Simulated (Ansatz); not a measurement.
# fcc Pt(111) / fcc Ir(111) interface: specific resistance

Aim: the specific resistance of the fcc Pt(111) / fcc Ir(111) interface.

Method: Ansatz plane-wave DFT, PBE, PAW files; ballistic transport by layer matching (Landauer), zero bias; PAW set soft_1, in the first sound run; inputs show where later runs differ, in Ansatz 0.2.0.

This is a report of a sequence of runs, with most program output left out.

## Step 1: The structure

The cell holds 18 atoms: 9 Pt and 9 Ir. Its edges and angles: a = 2.744 Å, b = 2.744 Å, c = 40.342 Å, α = 90.0°, β = 90.0°, γ = 120.0°. It derives from Pt and Ir. Regions: Pt, 9 atoms (9 Pt); Ir, 9 atoms (9 Ir). The structure's axis is c.

## Step 2: Transmission: PBE

Both metals share one in-plane lattice, the mean of the two, each at its own atomic volume. The two leads are named in the middle of each metal, so that only one of the cell's two interfaces is crossed. The mesh across the current, 52×52, is finer than the density's, because channels open and close sharply across the zone. Energies from -0.27 to 0.27 eV in steps of 0.036 eV cover the slope of the Fermi function at 300 K, so the program can form a conductance.

File input.yaml:

```yaml
crystal:
  lattice:
    - [2.7439985751, 0.0, 0.0]
    - [-1.3719992875, 2.376372474, 0.0]
    - [0.0, 0.0, 40.3420154922]
  atoms:
    - { symbol: Pt, position: [0.0, 0.0, 0.0247880526] }
    - { symbol: Pt, position: [0.3333333333, 0.6666666667, 0.0821125622] }
    - { symbol: Pt, position: [0.6666666667, 0.3333333333, 0.1394370719] }
    - { symbol: Pt, position: [0.0, 0.0, 0.1967615816] }
    - { symbol: Pt, position: [0.3333333333, 0.6666666667, 0.2540860913] }
    - { symbol: Pt, position: [0.6666666667, 0.3333333333, 0.3114106009] }
    - { symbol: Pt, position: [0.0, 0.0, 0.3687351106] }
    - { symbol: Pt, position: [0.3333333333, 0.6666666667, 0.4260596203] }
    - { symbol: Pt, position: [0.6666666667, 0.3333333333, 0.48338413] }
    - { symbol: Ir, position: [0.0, 0.0, 0.5389396855] }
    - { symbol: Ir, position: [0.3333333333, 0.6666666667, 0.5927262869] }
    - { symbol: Ir, position: [0.6666666667, 0.3333333333, 0.6465128884] }
    - { symbol: Ir, position: [0.0, 0.0, 0.7002994898] }
    - { symbol: Ir, position: [0.3333333333, 0.6666666667, 0.7540860913] }
    - { symbol: Ir, position: [0.6666666667, 0.3333333333, 0.8078726927] }
    - { symbol: Ir, position: [0.0, 0.0, 0.8616592941] }
    - { symbol: Ir, position: [0.3333333333, 0.6666666667, 0.9154458956] }
    - { symbol: Ir, position: [0.6666666667, 0.3333333333, 0.969232497] }
kpoints:
  mp_grid: { grid: [16, 16, 1] }
hamiltonian:
  xc: pbe
  pseudopotentials: { kind: paw, azcp: { folder: soft_1 } }
scf:
  occupations: { method: fermi_dirac, width: 0.1 }
output:
  transmission:
    leads: [[3, 4], [12, 13]]
    kmesh: [52, 52]
    e_range: [-0.27, 0.27]
    de: 0.036
  write_potential: true
  write_density: true
  volumetric_format: npy
  elf: true
```

Launch:

```bash
$ ansatz run input.yaml --threads 4 --pin off --max-ram 15360MiB --backend cpu --events-out ev --progress --plain --runs-dir out
```

It took 4.7 min on 4 threads of Arm Neoverse V1, shared host; peak memory 1.8 GiB; 16 min of CPU time.

This step gave:

| Property | Result |
| --- | --- |
| free energy | -220153.7728 eV |
| energy at zero smearing | -220153.3877 eV |
| Fermi energy | 24.57 eV |
| cell area | 6.521 Å² |
| step of the lead's potential | 2.9 meV |
| ballistic conductance of the lead | 1.84e15 S/m² |
| estimated errors of the lead's conductance | 0, 1.7, 1.8 % (band edges, k-mesh, distance from neutral) |
| lead conductance per cell | 1.548 G₀ |
| step of the upper lead's potential | 2.1 meV |
| ballistic conductance of the upper lead | 1.90e15 S/m² |
| conductance of the junction | 1.11e15 S/m² |
| junction conductance per cell | 0.9344 G₀ |
| estimated errors of the junction's conductance | 0.1, 0.1, 1.6, 1.3, 1 % (energy step, band edges, k-mesh, leads' steps, distance from neutral) |
| area resistance that the stack adds (contact term taken off, spin by spin) | 0.3656 fΩ m² |

Per spin. Transmission, zone mean against energy, zero at the Fermi level:

```csv
energy (eV),"transmission, zone mean"
-0.270,1.14
-0.234,1.13
-0.198,1.11
-0.162,1.09
-0.126,1.04
-0.090,1.02
-0.054,0.987
-0.018,0.946
0.018,0.918
0.054,0.886
0.090,0.846
0.126,0.827
0.162,0.793
0.198,0.775
0.234,0.757
0.270,0.741
```

Per spin. The open channels, zone mean by energy, zero at the Fermi level:

```csv
energy (eV),lead,upper lead
-0.270,1.87,1.51
-0.234,1.88,1.52
-0.198,1.84,1.55
-0.162,1.86,1.56
-0.126,1.82,1.56
-0.090,1.78,1.56
-0.054,1.72,1.57
-0.018,1.58,1.60
0.018,1.52,1.61
0.054,1.39,1.60
0.090,1.27,1.60
0.126,1.20,1.62
0.162,1.14,1.65
0.198,1.06,1.66
0.234,1.02,1.69
0.270,0.989,1.71
```

Transmission over k1 and k2. At -0.0180 eV from the Fermi level (the log's summary may quote the solved energy on the other side of it).

Ten even steps from '0' (0.00) to '9' (1.76), each cell a mean:
```
665465555556547564345555555335
455456544445554654311343343113
544468765355786444554310001245
565979852111369987555541000255
555658986555568986655554200245
555434788655558885354555531355
555231567865557875413355554145
555531555676556865552355555225
465642555556655755555336665333
544967666555554555555666784455
565469988877654345678889984575
676468888766554445566778987556
444457745555555655555555538654
422465552355556755675555406556
552355554325557855567655405355
554145555341468865556886415355
553113455545468975555688736455
553100245555679985444469988655
554200014556676875322235786656
432121122233434478653345784444
431354445431347644655555564466
554455555554456564555555555466
```
Columns: k1 (b1) from -0.5 to 0.481; rows upwards: k2 (b2) from -0.5 to 0.481.

Open channels over k1 and k2. At -0.0180 eV from the Fermi level (the log's summary may quote the solved energy on the other side of it).

Ten even steps from '_' (0.00) to '@' (2.91), each cell a mean:
```
****++**********++********++****++----====++**##**++==----==
==++@@**==++++%%%%####++====##@@++==--------**====++==------
**++==####%%%%**++++++++##%%####++++**++----**--..::**==--++
****==%%##****++----------******%%**++****++**--____..++==**
******##********==--------==******##****##******--..::--**##
==**@@**====++****++--------******====++##%%==****++****++**
**##%%====----==****++------++**++------++++%%****++------++
****##**----------==**++----++**==--------==**##****++----++
****==##++------------++++--==**------------==##++****==----
==++--%%##**======--------==--++--------====++**####==++====
****%%%%****************++====::==++**************##**@@##**
******++####********++====----====--======++********##****++
==----**==**##++------------==++--====----------==++%%++==**
**----++****++**------------++**----**++------------**++****
**------++****%%++==--------****------++**++--------++**##**
**++======++****%%**==------****++------++****==----++++@@++
**##++++++==****++##%%**++******++--------==******++**####++
****==--__..--++******++**##******==--------==******%%++++**
**====++..____++++==****++++##******==--==--==******##**++**
++----==++----++++----++**++**%%####****++++**######**%%++**
----------++++**++----------##%%====++**##%%%%##++++==**##++
**==--++**************++==--****++++********==********++++**
```
Columns: k1 (b1) from -0.5 to 0.481; rows upwards: k2 (b2) from -0.5 to 0.481.

Valence density in the ca plane at fractional y = 0.000, with atoms of Pt and Ir within 0.2 Å of it. It is the smooth field of the valence electrons, not physical close to the nuclei.

Values in units of 1e0 e/Å³, 5 rows by 16 columns, each cell a mean:
```
0.3 1.7 7.1 0.8 0.4 0.2 0.3 0.4 2.3 5.9 0.6 0.4 0.2 0.4 0.5 5.6
0.8 0.5 1.3 0.4 1.0 0.5 0.7 0.8 0.6 1.2 0.5 1.0 0.4 1.0 0.5 1.1
1.2 0.3 0.5 0.3 1.5 0.7 1.0 1.1 0.3 0.5 0.5 1.5 0.6 1.5 0.5 0.5
0.6 0.8 2.9 0.5 0.7 0.4 0.5 0.6 1.0 2.5 0.5 0.7 0.4 0.7 0.5 2.3
0.3 2.2 8.9 1.0 0.3 0.2 0.2 0.3 3.0 7.3 0.7 0.3 0.2 0.3 0.5 6.9
```
Columns run along c (16.0 Å, from fractional 0.31 to 0.71 of the cell), rows up along a (2.7 Å). Atoms in or near the plane, at fractional coordinates: Pt at (0.37, 0.00), Ir at (0.54, 0.00), Ir at (0.70, 0.00).

ELF in the ca plane at fractional y = 0.000, with atoms of Pt and Ir within 0.2 Å of it. It is the smooth field of the valence electrons, not physical close to the nuclei.

Ten even steps from '0' (0.13) to '9' (0.60), each cell a mean:
```
22226999732222100122232798963333210123333798
32224888522233211233232488853333322233333588
54222444222355322245432244433345433345433344
75312232212566422356632334332366434346633334
65222333222465422356532233333356434346533333
33223676422233221233333367643334323233333467
22225999632222100122232699963333211223333699
22226999732222100022222786872333210123333786
```
Columns run along c (16.0 Å, from fractional 0.31 to 0.71 of the cell), rows up along a (2.7 Å). Atoms in or near the plane, at fractional coordinates: Pt at (0.37, 0.00), Ir at (0.54, 0.00), Ir at (0.70, 0.00).

Electrostatic potential energy in the ca plane at fractional y = 0.000, with atoms of Pt and Ir within 0.2 Å of it. With pseudopotentials it is smooth inside the atoms' cores, unlike the true potential.

Ten even steps from '0' (-47 eV) to '9' (26 eV), each cell a mean:
```
99995000489999999999998400048999999999998400
89997323699988999998999732379988999988999632
68999877999867899876799977799876799876799977
57999999999755799855689999999865689865689999
57999989999866899865799988899865689865789988
88998545899988999988899854589987899987899754
99996101589999999999998510158999999999998510
99984000389999999999998300038999999999998300
```
Columns run along c (16.0 Å, from fractional 0.31 to 0.71 of the cell; values clipped at the 3rd and 97th percentile), rows up along a (2.7 Å). Atoms in or near the plane, at fractional coordinates: Pt at (0.37, 0.00), Ir at (0.54, 0.00), Ir at (0.70, 0.00).

The larger of the two leads' potential steps is 2.9 meV from period to period, small in itself. The program estimates the junction's conductance to 1.6 % from the k-mesh, 1 % from the leads' distance from neutral and 1.3 % from their steps.

## Step 3: Resistance: PBE

This step: Ansatz plane-wave DFT, PBE, PAW files; ballistic transport by layer matching (Landauer), zero bias; specific resistance of one interface, 1/T less the mean of the leads' 1/N; PAW set soft_1 (Ansatz 0.2.0).

This step gave:

```
area resistance                                           : 0.3660 fΩ m²
T over the leads' mean channel count                      : 0.5936
twice the interface resistance (2AR, or 2AR* for magnets) : 0.7320 fΩ m²
```

Twice the interface resistance is 0.732 fΩ m² here.

By hand, with T and the leads' channels N averaged over the energies near the Fermi level: RA = A (h/2e²)(1/T − ½[1/N₁ + 1/N₂]) = 6.521×10⁻²⁰ m² × 12 906 Ω × (1/0.9343 − ½[1/1.553 + 1/1.595]) = 0.366 fΩ m².

## Step 4: Transmission: PBE, coarse mesh, least span asked of the mesh across the current 40 Å

The same cell on a mesh a third as fine shows what a quick run would give. To save time only the energies from -0.06 to 0.06 eV are solved. The mesh is 18×18 and the cutoff, the files' own for this level, 420 eV.

This step: Ansatz plane-wave DFT, PBE, PAW files; ballistic transport by layer matching (Landauer), zero bias; PAW set soft_1 (Ansatz 0.2.0).

input.yaml, as its differences from that of step 2:

```diff
@@ -34,5 +34,5 @@
     leads: [[3, 4], [12, 13]]
-    kmesh: [52, 52]
-    e_range: [-0.27, 0.27]
-    de: 0.036
+    kmesh: [18, 18]
+    e_range: [-0.06, 0.06]
+    de: 0.04
   write_potential: true
@@ -40,2 +40 @@
   volumetric_format: npy
-  elf: true
```

Elapsed: 46 s, on 4 threads; peak memory 1.8 GiB; 2.9 min of CPU time.

The run finished; it serves as a test, and its numbers are not taken as the result.

## Step 5: Resistance: PBE, coarse mesh

This step: Ansatz plane-wave DFT, PBE, PAW files; ballistic transport by layer matching (Landauer), zero bias; specific resistance of one interface, 1/T less the mean of the leads' 1/N; PAW set soft_1 (Ansatz 0.2.0).

This step gave:

- area resistance: 0.3703 fΩ m²
- T over the leads' mean channel count: 0.5911
- twice the interface resistance (2AR, or 2AR* for magnets): 0.7406 fΩ m²

Twice the interface resistance is 0.741 fΩ m² here, against 0.732 in the first run; 59.1 % of the two leads' mean channel count pass, 59.4 % before.

## Step 6: Transmission: LDA

The functional changes to LDA at the same atoms, which shifts d bands against the Fermi level. To save time only the energies from -0.06 to 0.06 eV are solved. The mesh is 52×52 and the cutoff, the files' own for this level, 420 eV.

This step: Ansatz plane-wave DFT, LDA, PAW files; ballistic transport by layer matching (Landauer), zero bias; PAW set soft_1 (Ansatz 0.2.0).

input.yaml, as its differences from that of step 4:

```diff
@@ -27,4 +27,4 @@
 hamiltonian:
-  xc: pbe
-  pseudopotentials: { kind: paw, azcp: { folder: soft_1 } }
+  xc: lda
+  pseudopotentials: { kind: paw, azcp: { folder: soft_1 }, xc_functional: pbe }
 scf:
@@ -34,3 +34,3 @@
     leads: [[3, 4], [12, 13]]
-    kmesh: [18, 18]
+    kmesh: [52, 52]
     e_range: [-0.06, 0.06]
```

Wall time 1.7 min (4 threads); peak memory 1.8 GiB.

Numbers from this step:

```
free energy                  : -215197.4965 eV
energy at zero smearing      : -215197.1100 eV
Fermi energy                 : 24.20 eV
step of the lead's potential : 3 meV
```

Per spin. The transmission, zone mean by energy, zero at the Fermi level:

```csv
energy (eV),"transmission, zone mean"
-0.0600,1.01
-0.0200,0.961
0.0200,0.922
0.0600,0.880
```

Over the solved energies the transmission per spin lies between 0.880 and 1.01, out of 1.57 channels of the lead on average (up to 1.76).

## Step 7: Resistance: LDA

This step: Ansatz plane-wave DFT, LDA, PAW files; ballistic transport by layer matching (Landauer), zero bias; specific resistance of one interface, 1/T less the mean of the leads' 1/N; PAW set soft_1 (Ansatz 0.2.0).

Numbers from this step:

* area resistance: 0.3620 fΩ m²
* T over the leads' mean channel count: 0.5943
* twice the interface resistance (2AR, or 2AR* for magnets): 0.7241 fΩ m²

Twice the interface resistance is 0.724 fΩ m² here, against 0.732 in the first run; 59.4 % of the two leads' mean channel count pass, 59.4 % before.

## Step 8: Transmission: r2SCAN, cutoff 500 eV

The same with r2SCAN, the dearer rung. To save time only the energies from -0.06 to 0.06 eV are solved. The mesh is 52×52 and the cutoff, the files' own for this level, 500 eV.

This step: Ansatz plane-wave DFT, r2SCAN, PAW files; ballistic transport by layer matching (Landauer), zero bias; PAW set soft_1 (Ansatz 0.2.0).

input.yaml, as its differences from that of step 6:

```diff
@@ -27,4 +27,4 @@
 hamiltonian:
-  xc: lda
-  pseudopotentials: { kind: paw, azcp: { folder: soft_1 }, xc_functional: pbe }
+  xc: r2scan
+  pseudopotentials: { kind: paw, azcp: { folder: soft_1 } }
 scf:
```

Wall time 3 min (4 threads); peak memory 2.7 GiB; 11 min of CPU time.

Numbers from this step:

```
free energy                        : -220394.7553 eV
energy at zero smearing            : -220394.3875 eV
Fermi energy                       : 24.31 eV
step of the lead's potential       : 3.1 meV
step of the upper lead's potential : 2 meV
```

Per spin. The transmission, zone mean by energy, zero at the Fermi level:

```csv
energy (eV),"transmission, zone mean"
-0.0600,0.960
-0.0200,0.927
0.0200,0.907
0.0600,0.875
```

Over the solved energies the transmission per spin lies between 0.875 and 0.960, out of 1.50 channels of the lead on average (up to 1.67).

## Step 9: Resistance: r2SCAN

This step: Ansatz plane-wave DFT, r2SCAN, PAW files; ballistic transport by layer matching (Landauer), zero bias; specific resistance of one interface, 1/T less the mean of the leads' 1/N; PAW set soft_1 (Ansatz 0.2.0).

This step gave:

```yaml
area_resistance: 0.3706 fΩ m²
t_over_the_leads_mean_channel_count: 0.5957
twice_the_interface_resistance_2ar_or_2ar_star_for_magnets: 0.7411 fΩ m²
```

Twice the interface resistance is 0.741 fΩ m² here, against 0.732 in the first run; 59.6 % of the two leads' mean channel count pass, 59.4 % before.

## Step 10: Transmission: PBE on the lower metal's lattice, k-mesh 15×15×1, in plane spacing 2.7731 Å

The common lattice is now the lower metal's own, which puts all the misfit on the upper one. To save time only the energies from -0.06 to 0.06 eV are solved. The mesh is 50×50 and the cutoff, the files' own for this level, 420 eV.

This step: Ansatz plane-wave DFT, PBE, PAW files; ballistic transport by layer matching (Landauer), zero bias; PAW set soft_1 (Ansatz 0.2.0).

The cell differs from the one that the last finished run ended in (a 2.744 → 2.773 Å, b 2.744 → 2.773 Å, c 40.342 → 39.499 Å).

File input.yaml:

```yaml
crystal:
  lattice:
    - [2.7731313745, 0.0, 0.0]
    - [-1.3865656872, 2.4016022183, 0.0]
    - [0.0, 0.0, 39.4988513385]
  atoms:
    - { symbol: Pt, position: [0.0, 0.0, 0.0253171919] }
    - { symbol: Pt, position: [0.3333333333, 0.6666666667, 0.0826417016] }
    - { symbol: Pt, position: [0.6666666667, 0.3333333333, 0.1399662113] }
    - { symbol: Pt, position: [0.0, 0.0, 0.1972907209] }
    - { symbol: Pt, position: [0.3333333333, 0.6666666667, 0.2546152306] }
    - { symbol: Pt, position: [0.6666666667, 0.3333333333, 0.3119397403] }
    - { symbol: Pt, position: [0.0, 0.0, 0.36926425] }
    - { symbol: Pt, position: [0.3333333333, 0.6666666667, 0.4265887596] }
    - { symbol: Pt, position: [0.6666666667, 0.3333333333, 0.4839132693] }
    - { symbol: Ir, position: [0.0, 0.0, 0.5394688249] }
    - { symbol: Ir, position: [0.3333333333, 0.6666666667, 0.5932554263] }
    - { symbol: Ir, position: [0.6666666667, 0.3333333333, 0.6470420277] }
    - { symbol: Ir, position: [0.0, 0.0, 0.7008286292] }
    - { symbol: Ir, position: [0.3333333333, 0.6666666667, 0.7546152306] }
    - { symbol: Ir, position: [0.6666666667, 0.3333333333, 0.8084018321] }
    - { symbol: Ir, position: [0.0, 0.0, 0.8621884335] }
    - { symbol: Ir, position: [0.3333333333, 0.6666666667, 0.9159750349] }
    - { symbol: Ir, position: [0.6666666667, 0.3333333333, 0.9697616364] }
kpoints:
  mp_grid: { grid: [15, 15, 1] }
hamiltonian:
  xc: pbe
  pseudopotentials: { kind: paw, azcp: { folder: soft_1 } }
scf:
  occupations: { method: fermi_dirac, width: 0.1 }
output:
  transmission:
    leads: [[3, 4], [12, 13]]
    kmesh: [50, 50]
    e_range: [-0.06, 0.06]
    de: 0.04
  write_potential: true
  write_density: true
  volumetric_format: npy
```

Wall time 88 s (4 threads); peak memory 1.8 GiB.

Numbers from this step:

* free energy: -220153.4300 eV
* energy at zero smearing: -220153.0522 eV
* Fermi energy: 24.57 eV
* cell area: 6.660 Å²
* step of the lead's potential: 4.1 meV
* step of the upper lead's potential: 2.6 meV

Per spin. Table of transmission, zone mean by energy, zero at the Fermi level:

```csv
energy (eV),"transmission, zone mean"
-0.0600,1.04
-0.0200,1.02
0.0200,0.981
0.0600,0.933
```

Over the solved energies the transmission per spin lies between 0.933 and 1.04, out of 1.73 channels of the lead on average (up to 1.88).

## Step 11: Resistance: PBE on the lower metal's lattice

This step: Ansatz plane-wave DFT, PBE, PAW files; ballistic transport by layer matching (Landauer), zero bias; specific resistance of one interface, 1/T less the mean of the leads' 1/N; PAW set soft_1 (Ansatz 0.2.0).

Numbers from this step:

```
area resistance                                           : 0.3496 fΩ m²
T over the leads' mean channel count                      : 0.5952
twice the interface resistance (2AR, or 2AR* for magnets) : 0.6992 fΩ m²
```

Twice the interface resistance is 0.699 fΩ m² here, against 0.732 in the first run; 59.5 % of the two leads' mean channel count pass, 59.4 % before.

[end of part 1 of 2]

[Logs are printed without paths, hosts, clocks, repeated set-up lines and the standing remarks that a program may print on its own settings, such as how far it seeks lower states.]

[Hosts, paths, dates, database ids (printed as entryN), source tags and the programs' standing remarks are cut or masked in the printed files.]
